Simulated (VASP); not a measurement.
Wanted: the native input for a VASP 6.6.1 run.

```
Task                   : single point
Functional             : PBE
Potentials or basis    : VASP PAW PBE potentials, release 64 (Hg_sv_GW, Te_GW)
Cutoff                 : 450 eV
k mesh                 : 6 × 6 × 6
Occupations            : gaussian, width 0.02 eV
Spin                   : no spin polarisation
Further INCAR settings : ALGO = Normal; EDIFF = 1e-06; NBANDS = 20
```

The structure of HgTe lies in POSCAR:

```
HgTe
1.0
   -3.0456030000      3.0456030000      1.5594100000
    3.0456030000     -3.0456030000      1.5594100000
    3.0456030000      3.0456030000     -1.5594100000
Hg Te
1 1
Direct
    0.7500000000      0.2500000000      0.5000000000
    0.0000000000      0.0000000000      0.0000000000
```

Measurements of this composition are mostly on another form, of space group No. 216.

One way to write it, as run:

INCAR

```
SYSTEM = HgTe
ALGO = Normal
EDIFF = 1E-6
ENCUT = 450
GGA = PE
ISIF = 2
ISMEAR = 0
LASPH = .TRUE.
LCHARG = .FALSE.
LREAL = .FALSE.
LWAVE = .FALSE.
NBANDS = 20
NELM = 80
PREC = Accurate
SIGMA = 0.02
```

KPOINTS

```
k-points
0
G
  6 6 6
  0 0 0
```

Potentials or basis: VASP PAW PBE potentials, release 64 (Hg_sv_GW, Te_GW).

Launch:

```sh
$ cat potpaw_PBE.64/Hg_sv_GW/POTCAR potpaw_PBE.64/Te_GW/POTCAR > POTCAR
$ mpirun -np 1 vasp_std > vasp.out
```

It gave:

- Pressure: -1.2 GPa
- Band gap on the k mesh: none (metal or under the smearing width)

Caveat: the k mesh is coarse (spacing up to 0.38 Å⁻¹), so the values aren't converged.

Run time: 11 s on 1 thread of Intel(R) Xeon(R) 6975P-C (Granite Rapids), on a shared host, peak memory 0.2 GiB.
